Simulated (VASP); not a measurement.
# Si2W (rat) (P1) in VASP: single point with PBE

Aim: the single point of Si2W (rat) with PBE.

All numbers are computed with VASP 6.6.1; they aren't measurements. Logs are shortened: lines on timing, memory, paths and dates and some standing lists are left out, and cuts for length are marked.

## 1. The structure

The typed cell holds 3 atoms: a = 4.561 Å, b = 4.507 Å, c = 4.551 Å, α = 138.18°, β = 138.81°, γ = 60.31°.

## 2. Single point, PBE

The input, INCAR:

```
PREC = Accurate
ENCUT = 520
EDIFF = 1E-6
ISMEAR = 0
SIGMA = 0.1
LREAL = False
LASPH = True
NELM = 100
ALGO = Normal
ISIF = 2
LWAVE = False
LCHARG = False
GGA = PE
NBANDS = 18
```

The input, KPOINTS:

```
Automatic mesh
0
Gamma
  6 6 8
```

The input, POSCAR:

```
Si2W
1.0
   -1.6653234297      1.6344618239      3.9186557496
    1.5515360803     -1.5910387400      3.9209440014
    1.6815627410      1.5709387037     -3.9264572195
Si W
2 1
Direct
    0.3262526866      0.3665127478      0.0228624370
    0.6505870395      0.6729239486     -0.0071206686
   -0.0249615589      0.0077816222     -0.0327764271
```

Potentials or basis: VASP PAW PBE potentials, release 64 (Si, W_sv).

The run is started by

```sh
$ cat potpaw_PBE.64/Si/POTCAR potpaw_PBE.64/W_sv/POTCAR > POTCAR
$ mpirun -np 1 vasp_std > vasp.out
```

OUTCAR:

```text
PREC = Accurate
   ENCUT = 520
   EDIFF = 1E-6
   ISMEAR = 0
   LREAL = False
   LASPH = True
   NELM = 100
   ISIF = 2
   GGA = PE

 ion  position               nearest neighbor table
   1  0.326  0.367  0.023-   3 2.53   3 2.57   2 2.59   2 2.59   2 2.62   3 2.62   2 2.66   2 2.68
                             3 2.69   3 2.77
   2  0.651  0.673  0.993-   3 2.55   3 2.56   1 2.59   1 2.59   1 2.62   3 2.63   3 2.63   1 2.66
                             1 2.68   3 2.69
   3  0.975  0.008  0.967-   1 2.53   2 2.55   2 2.56   1 2.57   1 2.62   2 2.63   2 2.63   1 2.69
                             2 2.69   1 2.77

  LATTYP: Found a triclinic cell.
 ALAT       =     6.4372763812
 B/A-ratio  =     0.4979514576
 C/A-ratio  =     0.5022568258
 COS(alpha) =     0.0011465301
 COS(beta)  =     0.2618820695
 COS(gamma) =     0.7490610651

  Lattice vectors:

 A1 = (  -1.6490841184,   4.8398623515,   3.9108542797)
 A2 = (   0.0162393113,   3.2054005276,  -0.0078014699)
 A3 = (  -3.2330988213,   0.0201000363,   0.0055132181)

Analysis of symmetry for initial positions (statically):
=====================================================================
 Subroutine PRICEL returns:
 Original cell was already a primitive cell.

 Routine SETGRP: Setting up the symmetry group for a
 triclinic supercell.

 Subroutine GETGRP returns: Found  1 space group operations
 (whereof  1 operations were pure point group operations)
 out of a pool of  2 trial point group operations.

The static configuration has the point symmetry C_1 .

Analysis of symmetry for dynamics (positions and initial velocities):
=====================================================================
 Subroutine PRICEL returns:
 Original cell was already a primitive cell.

 Routine SETGRP: Setting up the symmetry group for a
 triclinic supercell.

 Subroutine GETGRP returns: Found  1 space group operations
 (whereof  1 operations were pure point group operations)
 out of a pool of  2 trial point group operations.

The dynamic configuration has the point symmetry C_1 .

 Subroutine INISYM returns: Found  1 space group operations
 (whereof  1 operations are pure point group operations),
 and found     1 'primitive' translations

----------------------------------------------------------------------------------------

                                     Primitive cell

  volume of cell :      40.6232

  direct lattice vectors                    reciprocal lattice vectors
    -1.665323430  1.634461824  3.918655750     0.002155983  0.312268893  0.125859186
     1.551536080 -1.591038740  3.920944001     0.309518222 -0.001246685  0.132056919
     1.681562741  1.570938704 -3.926457220     0.311235321  0.310403512  0.002798097

  length of vectors
     4.560770819  4.506935804  4.551106235     0.336685379  0.336514657  0.439574333

  position of ions in fractional coordinates (direct lattice)
     0.326252687  0.366512748  0.022862437
     0.650587040  0.672923949  0.992879331
     0.975038441  0.007781622  0.967223573

  ion indices of the primitive-cell ions
   primitive index   ion index
                 1           1
                 2           2
                 3           3

----------------------------------------------------------------------------------------

 KPOINTS: Automatic mesh

Automatic generation of k-mesh.
 Grid dimensions read from file:
 generate k-points for:    6    6    8

 Generating k-lattice:

  Cartesian coordinates                     Fractional coordinates (reciprocal lattice)
     0.000359330  0.052044816  0.020976531     0.166666667  0.000000000 -0.000000000
     0.051586370 -0.000207781  0.022009487     0.000000000  0.166666667  0.000000000
     0.038904415  0.038800439  0.000349762     0.000000000 -0.000000000  0.125000000

  Length of vectors
     0.056114230  0.056085776  0.054946792

  Shift w.r.t. Gamma in fractional coordinates (k-lattice)
     0.000000000  0.000000000  0.000000000

 Subroutine IBZKPT returns following result:
 ===========================================

 Found    148 irreducible k-points:

 Following reciprocal coordinates:
            Coordinates               Weight
  0.000000  0.000000  0.000000      1.000000
  0.166667 -0.000000  0.000000      2.000000
  0.333333  0.000000 -0.000000      2.000000
  0.500000  0.000000 -0.000000      1.000000
  0.000000  0.166667 -0.000000      2.000000
  0.166667  0.166667 -0.000000      2.000000
[... 16 lines left out ...]
  0.333333 -0.000000  0.125000      2.000000
  0.500000  0.000000  0.125000      2.000000
 [... further k-points ...]
   k-points           NKPTS =    148   k-points in BZ     NKDIM =    148   number of bands    NBANDS=     18
   number of dos      NEDOS =    301   number of ions     NIONS =      3
   total plane-waves  NPLWV =  46656
   dimension x,y,z NGX =    36 NGY =   36 NGZ =   36
   dimension x,y,z NGXF=    72 NGYF=   72 NGZF=   72
   ions per type =               2   1
   NGX,Y,Z   is equivalent  to a cutoff of  13.12, 13.28, 13.15 a.u.
   NGXF,Y,Z  is equivalent  to a cutoff of  26.24, 26.56, 26.30 a.u.
 SYSTEM =  unknown system
   PREC   = accura    normal or accurate (medium, high low for compatibility)
   ISTART =      0    job   : 0-new  1-cont  2-samecut
   ICHARG =      2    charge: 1-file 2-atom 10-const
   ISPIN  =      1    spin polarized calculation?
   LNONCOLLINEAR =      F non collinear calculations
   LSORBIT =      F    spin-orbit coupling
   LASPH  =      T    aspherical Exc in radial PAW
   ENCUT  =  520.0 eV  38.22 Ry    6.18 a.u.   8.48  8.38  8.46*2*pi/ulx,y,z
   NELM   =    100;   NELMIN=  2; NELMDL= -5     # of ELM steps
   EDIFF  = 0.1E-05   stopping-criterion for ELM
   LREAL  =      F    real-space projection
   EDIFFG = 0.1E-04   stopping-criterion for IOM
   NSW    =      0    number of steps for IOM
   IBRION =     -1    ionic relax: 0-MD 1-quasi-New 2-CG
   NFREE  =      0    steps in history (QN), initial steepest desc. (CG)
   ISIF   =      2    stress and relaxation
   ISYM   =      2    0-nonsym 1-usesym 2-fastsym
   POTIM  = 0.5000    time-step for ionic-motion
   TEBEG  =    0.0;   TEEND  =   0.0 temperature during run
   PSTRESS=    0.0 pullay stress
   NELECT =      22.0000    total number of electrons
   NUPDOWN=      -1.0000    fix difference up-down
   EMIN   =  10.00;   EMAX   =-10.00  energy-range for DOS
   EFERMI =   0.00;   METHOD = LEGACY
   ISMEAR =     0;   SIGMA  =   0.10  broadening in eV -4-tet -1-fermi 0-gaus
   EFERMI_NEDOS =   21; number of points for ismear=-14 and -15
   IALGO  =     38    algorithm
   IMIX   =      4    mixing-type and parameters
     AMIX     =   0.40;   BMIX     =  1.00
     AMIX_MAG =   1.60;   BMIX_MAG =  1.00
  volume/ion in A,a.u.               =      13.54        91.38
  Fermi-wavevector in a.u.,A,eV,Ry     =   1.334416  2.521680 24.227418  1.780665
  Thomas-Fermi vector in A             =   2.463199
   LORBIT       =      0    0 simple, 1 ext, 2 COOP (PROOUT), +10 PAW based schemes
   GGA     = PE    functional components
   LHFCALC =     F    Hartree Fock is set to
   AEXX    =    0.0000 exact exchange contribution
   IVDW    =     0    specifies the selected vdW correction
   LEPSILON=     F    determine dielectric tensor
   LRPA    =     F    only Hartree local field effects (RPA)
 non-spin polarized calculation
 Gauss-broadening in eV      SIGMA  =   0.10
  energy-cutoff  :      520.00
  volume of cell :       40.62
 maximum number of plane-waves:      1117
 NGX is ok and might be reduce to    36
   NGX = 17   NGY = 17   NGZ = 17

 number of electron      21.9999999 magnetization

 Free energy of the ion-electron system (eV)
  ---------------------------------------------------
  ext. energy  EPLUGINS =         0.00000000
  ---------------------------------------------------
  free energy    TOTEN  =       -24.72053650 eV

  energy without entropy =      -24.72022078  energy(sigma->0) =      -24.72037864

 E-fermi :  11.8395     XC(G=0): -12.5020

 val. band max:       11.7168516969   @ k =  -0.3333   0.3333   0.5000
 cond. band min:      11.9495088536   @ k =   0.5000   0.3333   0.5000
 fundamental gap:      0.2326571567
 Fermi energy:        11.8395019466

 k-point     1 :       0.0000    0.0000    0.0000
  band No.  band energies     occupation
      1     -61.9552      2.00000
      2     -26.2297      2.00000
      3     -26.2037      2.00000
      4     -26.1844      2.00000
      5      -2.1479      2.00000
      6       5.0608      2.00000
[... 10 lines left out ...]
     17      17.5654      0.00000
     18      17.6737      0.00000

 k-point     2 :       0.1667   -0.0000    0.0000
  band No.  band energies     occupation
      1     -61.9533      2.00000
      2     -26.2425      2.00000
      3     -26.2235      2.00000
      4     -26.1986      2.00000
      5      -1.6229      2.00000
      6       5.0622      2.00000
[... 10 lines left out ...]
     17      17.9156      0.00000
     18      19.2030      0.00000

 k-point     3 :       0.3333    0.0000   -0.0000
  band No.  band energies     occupation
      1     -61.9493      2.00000
      2     -26.3524      2.00000
      3     -26.2155      2.00000
      4     -26.1887      2.00000
      5      -0.1485      2.00000
      6       4.1190      2.00000
[... 10 lines left out ...]
     17      19.0888      0.00000
     18      20.5870      0.00000

 k-point     4 :       0.5000    0.0000   -0.0000
  band No.  band energies     occupation
      1     -61.9473      2.00000
      2     -26.4069      2.00000
      3     -26.2110      2.00000
      4     -26.1837      2.00000
      5       1.9096      2.00000
      6       2.0435      2.00000
[... 375 lines left out ...]
      4     -26.2037      2.00000
      5      -0.5137      2.00000
      6       5.0485      2.00000
[... 10 lines left out ...]
     17      18.2153      0.00000
     18      19.4004      0.00000

 k-point    23 :       0.3333   -0.0000    0.1250
  band No.  band energies     occupation
      1     -61.9465      2.00000
      2     -26.3990      2.00000
      3     -26.2228      2.00000
      4     -26.1980      2.00000
      5       1.3852      2.00000
      6       2.9103      2.00000
[... 10 lines left out ...]
     17      19.2295      0.00000
     18      20.2813      0.00000

 k-point    24 :       0.5000    0.0000    0.1250
  band No.  band energies     occupation
      1     -61.9475      2.00000
      2     -26.3710      2.00000
      3     -26.2255      2.00000
      4     -26.2019      2.00000
      5       0.7522      2.00000
      6       3.5001      2.00000
[... 10 lines left out ...]
     17      18.9134      0.00000
     18      20.4939      0.00000

 [... further k-points ...]
[... 5 lines left out ...]
  --------------------------------------------------------------------------------------
  -------------------------------------------------------------------------------------
  Total        0.5132548      1.2477151      0.9605007      0.2836503     -0.2381861      0.8657978
  in kB       20.2427631     49.2098657     37.8821323     11.1871633     -9.3940565     34.1470535
  external PRESSURE =      35.7782537 kB  Pullay stress =       0.0000000 kB

 VOLUME and BASIS-vectors are now :
 -----------------------------------------------------------------------------
  energy-cutoff  :      520.00
  volume of cell :       40.62
      direct lattice vectors                 reciprocal lattice vectors
    -1.665323430  1.634461824  3.918655750     0.002155983  0.312268893  0.125859186
     1.551536080 -1.591038740  3.920944001     0.309518222 -0.001246685  0.132056919
     1.681562741  1.570938704 -3.926457220     0.311235321  0.310403512  0.002798097

 POSITION                                       TOTAL-FORCE (eV/Angst)
 -----------------------------------------------------------------------------------
      0.06379     -0.01397      2.62578        -0.714766     -0.411386      0.267333
      1.63022      1.55246      1.28943         0.126249     -0.318486      0.481335
      0.01477      3.10073      0.05359         0.588517      0.729873     -0.748668
 -----------------------------------------------------------------------------------
    total drift:                               -0.000078     -0.000117     -0.000006

  FREE ENERGIE OF THE ION-ELECTRON SYSTEM (eV)
  ---------------------------------------------------
  free  energy   TOTEN  =       -24.7205365017 eV

  energy  without entropy=      -24.7202207795  energy(sigma->0) =      -24.72037864
```

Wall time 3.2 min (1 thread of AMD EPYC 7R13 (Zen 3), shared host); peak memory 0.24 GiB.

Results:

```
Free energy            : -24.7205 eV
Pressure               : 3.6 GPa
Largest force          : 1.200 eV/Å
Band gap on the k mesh : none (metal or under the smearing width)
```

Forces in eV/Å, atoms in the order of the input:
```
Si  -0.715 -0.411  0.267
Si   0.126 -0.318  0.481
W    0.589  0.730 -0.749
```

Stress tensor (GPa, compression positive):
```
 2.02  1.12  3.41
 1.12  4.92 -0.94
 3.41 -0.94  3.79
```

Caveat: forces of over 1 eV/Å show positions far from the minimum, so gaps and moduli don't describe the material at rest. Spin-orbit coupling is left out, which matters for the levels of W.
